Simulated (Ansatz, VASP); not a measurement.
# Two plane-wave programs on Pb

The input INCAR:

```
PREC = Accurate
ENCUT = 520
EDIFF = 1E-6
ISMEAR = 0
SIGMA = 0.15
LREAL = False
LASPH = True
NELM = 60
ALGO = Normal
ISIF = 2
LWAVE = False
LCHARG = False
GGA = PE
NBANDS = 13
```

Contents of KPOINTS:

```
Automatic mesh
0
Gamma
  16 16 16
```

The input POSCAR:

```
Pb
1.0
    0.0000000000      2.4698000000      2.4698000000
    2.4698000000      0.0000000000      2.4698000000
    2.4698000000      2.4698000000      0.0000000000
Pb
1
Direct
    0.0000000000      0.0000000000      0.0000000000
```

Input for Ansatz:

```yaml
crystal:
  lattice:
    - [0.0, 2.4698, 2.4698]
    - [2.4698, 0.0, 2.4698]
    - [2.4698, 2.4698, 0.0]
  atoms:
    - { symbol: Pb, position: [0.0, 0.0, 0.0] }
basis:
  ecutwfc: 420
kpoints:
  mp_grid: { grid: [16, 16, 16] }
hamiltonian:
  xc: pbe
scf:
  occupations: { method: gaussian, width: 0.15 }
output:
  forces: true
  stress: true
  eigenvalues: true
```

Alike in both runs: task single point; functional PBE; k mesh 16 × 16 × 16; occupations gaussian, width 0.15 eV; no spin polarisation.

```csv
,VASP,Ansatz
version,VASP 6.6.1,Ansatz 0.2.0
potentials or method,"VASP PAW PBE potentials, release 64 (Pb_d)","scalar-relativistic, plane waves, PAW"
plane-wave cutoff (eV),520,420
valence electrons in the cell,14,14
```

```tsv
	VASP	Ansatz	Ansatz less VASP
gap on the k mesh at the Fermi level (eV)	none	none	-
pressure (GPa)	2.6	2.7	+0.07
```

A gap of «none» marks a metal or a gap that the smearing closes.

The runs have no spin-orbit coupling, so splittings on Pb are missing.
